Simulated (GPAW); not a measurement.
TiO:

```
Ti O
1.0
     4.08667    0.00000    0.00000
     0.00000    4.08667    0.00000
     0.00000    0.00000    4.08667
Ti O
3 3
Direct
  0.50000 0.00000 0.50000
  0.00000 0.50000 0.50000
  0.50000 0.50000 0.00000
  0.00000 0.00000 0.50000
  0.50000 0.00000 0.00000
  0.00000 0.50000 0.00000
```

The cell comes from a database or a generator and needn't be the stable form of this composition.

Base run:

| Item | Value |
| --- | --- |
| Program | GPAW 26.7.0 |
| Functional | r2SCAN |
| Potentials or basis | GPAW PAW data sets (gpaw-data 1.2.1) |
| Cutoff | 800 eV |
| Basis | pw |
| k mesh | 5 × 5 × 5 |
| Occupations | fermi-dirac, width 0.05 eV |
| Spin | no spin polarisation |

Its results: pressure -3.5 GPa.

Task: The run is repeated on the same cell with these changes: functional from r2SCAN to LDA; potentials or basis from GPAW PAW data sets (gpaw-data 1.2.1) to the program's PAW data sets (release 1.2.1) made for this functional. What comes out?

Result: Pressure -13.2 GPa.

Caveats: the PAW data sets were made with another functional, which shifts forces and pressure a little (some runs).
